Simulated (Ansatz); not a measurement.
# HfAl3N4: the cost of one run

Computed with Ansatz 0.2.0 (DFT PBE, scalar-relativistic, plane waves, PAW, unless a step's input says otherwise).

**1. Starting point**

Symmetry: P-6m2, No. 187, hexagonal system. The conventional cell has a = 3.301 Å, b = 3.301 Å, c = 11.410 Å, α = 90.00°, β = 90.00°, γ = 120.00°. Hf (site symmetry -6m2) is surrounded by 6 N at 2.38 Å. Around Al (site symmetry -6m2) lie 6 N at 2.38 Å. Al (site symmetry 3m) has 6 N at 2.38 Å as nearest neighbours. Around N (site symmetry 3m) lie 3 Al at 2.38 Å and 3 Hf at 2.38 Å. N (site symmetry 3m) is surrounded by 6 Al at 2.38 Å.

As a file:

```
Hf Al N
1.0
     3.30052    0.00000    0.00000
    -1.65026    2.85834    0.00000
     0.00000    0.00000   11.40950
Hf Al N
1 3 4
Direct
  0.66667 0.33333 0.50000
  0.66667 0.33333 0.00000
  0.33333 0.66667 0.75000
  0.33333 0.66667 0.25000
  0.00000 0.00000 0.62500
  0.00000 0.00000 0.12500
  0.00000 0.00000 0.87500
  0.00000 0.00000 0.37500
```

The start is an ordering of an alloy on its end members' structure types: elements ordered on the sites of the HfN type, Hf/Al on Hf (P-6m2, No. 187).

**2. A first look at the guess**

The input, input.yaml:

```yaml
crystal:
  lattice:
    - [3.30052235, 0.0, 0.0]
    - [-1.65026117, 2.8583362, 0.0]
    - [0.0, 0.0, 11.4095006]
  atoms:
    - { symbol: Hf, position: [0.66666667, 0.33333333, 0.5] }
    - { symbol: Al, position: [0.66666667, 0.33333333, 0.0] }
    - { symbol: Al, position: [0.33333333, 0.66666667, 0.75] }
    - { symbol: Al, position: [0.33333333, 0.66666667, 0.25] }
    - { symbol: "N", position: [0.0, 0.0, 0.625] }
    - { symbol: "N", position: [0.0, 0.0, 0.125] }
    - { symbol: "N", position: [0.0, 0.0, 0.875] }
    - { symbol: "N", position: [0.0, 0.0, 0.375] }
basis:
  ecutwfc: 420
kpoints:
  mp_grid: { grid: [6, 6, 2] }
hamiltonian:
  xc: pbe
scf:
  occupations: { method: gaussian, width: 0.1 }
  lower_state_search: "off"
output:
  forces: true
  stress: true
  eigenvalues: true
```

Run with:

```console
> ansatz run input.yaml --threads 1 --pin off --max-ram 2560MiB --backend cpu --events-out ev --progress --plain --runs-dir out
```

Q: Estimate wall time and peak memory on 1 thread of Intel Xeon Platinum 8259CL at 2.50GHz (Skylake/Cascade Lake), shared host.

About 6.3 s, with a peak of 0.4 GiB.
